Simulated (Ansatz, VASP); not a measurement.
# Two plane-wave programs on Pt

Contents of INCAR:

```
  PREC = Accurate
  ENCUT = 520
  EDIFF = 1E-6
  ISMEAR = -1
  SIGMA = 0.05
  LREAL = F
  LASPH = T
  NELM = 150
  ALGO = Normal
  ISIF = 2
  LWAVE = F
  LCHARG = F
  ISPIN = 2
  MAGMOM = 1
  LORBIT = 11
  LMAXMIX = 4
  GGA = PE
  NBANDS = 15
```

Contents of KPOINTS:

```
Automatic mesh
0
Gamma
  22 22 22
```

Contents of POSCAR:

```
Pt
1.0
    0.0000000000      2.0612477641      2.0612477641
    2.0612477641      0.0000000000      2.0612477641
    2.0612477641      2.0612477641      0.0000000000
Pt
1
Direct
    0.0000000000      0.0000000000      0.0000000000
```

Input for Ansatz:

```yaml
crystal:
  lattice:
    - [0.0, 2.0612477618, 2.0612477618]
    - [2.0612477618, 0.0, 2.0612477618]
    - [2.0612477618, 2.0612477618, 0.0]
  atoms:
    - { symbol: Pt, position: [0.0, 0.0, 0.0], spin: 1.0 }
hamiltonian:
  xc: pbe
  pseudopotentials:
    kind: paw
    azcp:
      Pt: "pseudopotentials/Pt.paw.azcp"
basis:
  ecutwfc: 420
  fft_grid_basis: typed
kpoints:
  mp_grid: { grid: [22, 22, 22], shift: [0, 0, 0] }
magnetization:
  spin_polarized: true
scf:
  occupations: { method: fermi_dirac, width: 0.05 }
output:
  stress: true
```

Alike in both runs: task single point; functional PBE; k mesh 22 × 22 × 22; occupations fermi-dirac, width 0.05 eV; collinear spin.

```csv
,VASP,Ansatz
version,VASP 6.6.1,Ansatz 0.2.0
potentials or method,"VASP PAW PBE potentials, release 64 (Pt)","plane waves (420 eV) with PAW, scalar-relativistic"
plane-wave cutoff (eV),520,420
valence electrons in the cell,10,18
```

Ansatz gave:

| Property | Result |
| --- | --- |
| pressure (GPa) | -20.5 |
| net moment per atom (μB) | 0.00 |

What did VASP give for the same quantities?

Pressure (GPa): -20.8; net moment per atom (μB): 0.00.

With one functional, cell and mesh, what is left measures potentials, basis and numerics. The two sets of potentials don't hold the same shells in valence. Ansatz warned: «seeded_moment_not_kept».

Caveats: so large a pressure means that the cell lies far from this level's equilibrium, or that cutoff or potentials fall short (VASP). Spin-orbit coupling is left out, which matters for the levels of Pt.
